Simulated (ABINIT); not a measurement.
BN:

```xyz
4
Lattice="2.4982 0.0000 0.0000 -1.2491 2.1635 0.0000 0.0000 0.0000 6.6357" Properties=species:S:1:pos:R:3 pbc="T T T"
N     1.2491    0.7212    1.6589
N     0.0000    1.4424    4.9768
B     1.2491    0.7212    4.9768
B     0.0000    1.4424    1.6589
```

Base run:

* Program: ABINIT 10.8.3 (patched build)
* Functional: LDA
* Potentials or basis: JTH PAW LDA v2.0
* Cutoff: 680 eV
* k mesh: 16 × 16 × 5
* Occupations: fermi-dirac, width 0.05 eV
* Spin: no spin polarisation

Its results: band gap on the k mesh 4.05 eV, indirect (least direct gap 4.52 eV).

**Question.** The run is repeated on the same cell with these changes: k mesh from 16 × 16 × 5 to 5 × 5 × 2. What comes out?

**Answer.** Band gap on the k mesh 4.51 eV, direct.

Caveats: some runs use coarse meshes; an odd mesh through Γ misses points on the zone boundary, where band edges often lie; the atomic spheres overlap.
